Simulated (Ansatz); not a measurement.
Runs of Ansatz 0.2.0 on Si2W. The structure is tetragonal, space group I4/mmm (No. 139). The conventional cell has a = 3.214 Å, b = 3.214 Å, c = 7.830 Å, α = 90.00°, β = 90.00°, γ = 90.00°. W (site symmetry 4/mmm) has 10 Si at 2.62 Å as nearest neighbours. Si (site symmetry 4mm) is surrounded by 5 Si at 2.59 to 2.63 Å and 5 W at 2.62 Å. 

```csv
task,level,spin,cell,k mesh,cutoff (eV),points for each segment of the path,gap on the mesh (eV),pressure (GPa),relaxed volume (Å³/atom),largest force (eV/Å)
relaxation of cell and atoms,BLYP+D4,off,relaxed,12 × 12 × 12,420,-,-,0.0,13.45,-
band structure,PBEsol,off,as given,12 × 12 × 12,420,14,none,-2.0,-,0.02
band structure,BLYP,off,as given,12 × 12 × 12,420,14,none,12.2,-,-
phonons,LDA,off,as given,9 × 9 × 9,420,-,none,-,-,-
band structure,revPBE,off,as given,12 × 12 × 12,420,14,none,5.4,-,(a)
band structure,LDA,"SOC, no magnetisation",as given,9 × 9 × 9,420,14,none,(b),-,0.08
relaxation of cell and atoms,BLYP+D3(BJ),off,relaxed,12 × 12 × 12,420,-,-,0.0,13.22,-
band structure,r2SCAN,off,as given,12 × 12 × 12,500,14,none,-1.2,-,0.02
```

Alike in all rows: potentials or basis Ansatz PAW; smearing fermi-dirac 0.05 eV.

Task: Estimate the missing entries.

Result: (a) 0.10; (b) -5.8.

Caveats: the PAW data sets come from PBE, with cores solved anew for the run's functional, which leaves a small shift of forces and pressure; spin-orbit coupling is left out, which moves the levels of the heavy elements (some runs); the plane-wave basis is chosen anew once the cell has moved, so the energies of steps on either side of that aren't comparable (some runs).

A k mesh can miss the band edges, and rows without SOC leave out spin-orbit coupling on W.

A gap of «none» marks a metal or a gap under the smearing width.

Runs at the PBE level aren't shown here.
